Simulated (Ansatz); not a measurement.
Computed properties of Al

```
CELL_PARAMETERS angstrom
0.00000 3.02335 3.02335
3.02335 0.00000 3.02335
3.02335 3.02335 0.00000
ATOMIC_POSITIONS crystal
Al 0.00000 0.00000 0.00000
Al 0.25000 0.25000 0.25000
```

Atom numbers follow the list: Al1, Al2.

The structure comes from a relaxation in the same program, started in the diamond type, and has space group Fd-3m. Whether it is a known phase or the ground state wasn't checked.

These are results of DFT, PBE, all-electron LAPW, scalar-relativistic (Ansatz 0.2.0), not measurements.

Sampling and basis: a Γ-centred 9×9×9 k mesh, Fermi–Dirac smearing of 0.08 eV, basis error target 0.25 meV/atom, no spin polarisation.

| Item | Value |
| --- | --- |
| Pressure at this cell | -0.04 GPa |
| Volume per atom | 27.64 Å³ |

Problem. Density of states at the Fermi level (0.2 eV bin): what does the calculation give?

Solution. 1.64 states/eV per cell.

Problem. Give the computed value. Band gap.

Solution. none: bands cross the Fermi level, a metal.
